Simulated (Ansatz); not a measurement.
InSe:

```xyz
4
Lattice="5.8264 -2.0546 0.0000 5.8264 2.0546 0.0000 -1.7232 0.0000 4.7713" Properties=species:S:1:pos:R:3 pbc="T T T"
In   10.2693    0.0000    0.2235
In   -0.3398    0.0000    4.5479
Se    6.5489    0.0000    3.1918
Se    3.3807    0.0000    1.5795
```

The cell comes from a database or a generator and needn't be the stable form of this composition.

Base run:

| Item | Value |
| --- | --- |
| Program | Ansatz 0.2.0 |
| Functional | PBEsol |
| Potentials or basis | all-electron LAPW, scalar-relativistic |
| Cutoff | 240 eV |
| Density cutoff | 959 eV |
| Basis error allowed | 0.002 eV/atom |
| k mesh | 5 × 5 × 4 |
| Occupations | fermi-dirac, width 0.05 eV |
| Spin | no spin polarisation |

Its results: band gap on the k mesh 1.05 eV, indirect (least direct gap 1.24 eV); pressure -1.1 GPa; largest force 0.063 eV/Å.

Question: The run is repeated on the same cell with these changes: k mesh from 5 × 5 × 4 to 4 × 4 × 4; occupations from fermi-dirac, width 0.05 eV to fermi-dirac, width 0.03 eV. What comes out?

Answer: Band gap on the k mesh 1.12 eV, indirect (least direct gap 1.45 eV); pressure -1.1 GPa; largest force 0.076 eV/Å.

Caveats: spin-orbit coupling is left out, which moves the levels of the heavy elements.

A k mesh can miss the band edges.

Not every run made on this cell is shown here.
